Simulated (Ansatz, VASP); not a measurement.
**Two plane-wave programs on AlNi**

INCAR

```
SYSTEM = AlNi
  ALGO = Normal
  EDIFF = 1E-6
  ENCUT = 520
  GGA = PE
  ISIF = 2
  ISMEAR = 0
  LASPH = .TRUE.
  LCHARG = .FALSE.
  LREAL = .FALSE.
  LWAVE = .FALSE.
  NBANDS = 14
  NELM = 100
  PREC = Accurate
  SIGMA = 0.15
```

Contents of KPOINTS:

```
k-points
0
G
  18 18 16
  0 0 0
```

Contents of POSCAR:

```
AlNi
1.0
    1.9193070600     -1.9531901500      0.0000000000
    1.9193070600      1.9531901500      0.0000000000
    0.0000000000      0.0000000000      3.0994300413
Al Ni
1 1
Direct
    0.0000000000      0.0000000000      0.0000000000
    0.5000000000      0.5000000000      0.5000000000
```

Input for Ansatz:

```yaml
crystal:
  lattice:
    - [1.91930706, -1.95319015, 0.0]
    - [1.91930706, 1.95319015, 0.0]
    - [0.0, 0.0, 3.0994300413]
  atoms:
    - { symbol: Al, position: [0.0, 0.0, 0.0] }
    - { symbol: Ni, position: [0.5, 0.5, 0.5] }
basis:
  ecutwfc: 420
kpoints:
  mp_grid: { grid: [18, 18, 16] }
hamiltonian:
  xc: pbe
scf:
  occupations: { method: gaussian, width: 0.15 }
output:
  forces: true
  stress: true
  eigenvalues: true
```

Change from the starting cell: strain -0.0100 x Voigt [1, 0, 0, 0, 0, 0], atoms carried along.

Alike in both runs: task single point; functional PBE; k mesh 18 × 18 × 16; occupations gaussian, width 0.15 eV; no spin polarisation.

|  | VASP | Ansatz |
| --- | --- | --- |
| version | VASP 6.6.1 | Ansatz 0.2.0 |
| potentials or method | VASP PAW PBE potentials, release 64 (Al, Ni) | scalar-relativistic, plane waves, PAW |
| plane-wave cutoff (eV) | 520 | 420 |
| valence electrons in the cell | 13 | 21 |

```tsv
	VASP	Ansatz	Ansatz less VASP
gap on the k mesh at the Fermi level (eV)	none	none	-
pressure (GPa)	7.9	7.9	-0.01
largest component of the traceless stress (GPa)	4.54	4.41	-0.129
```

A gap of «none» marks a metal or a gap that the smearing closes. The functional is the same, so the differences come from potentials, cutoffs and numerics. The two sets of potentials don't hold the same shells in valence.

Spin polarisation is off, so any magnetic state and its effect on volume and gap are missing.
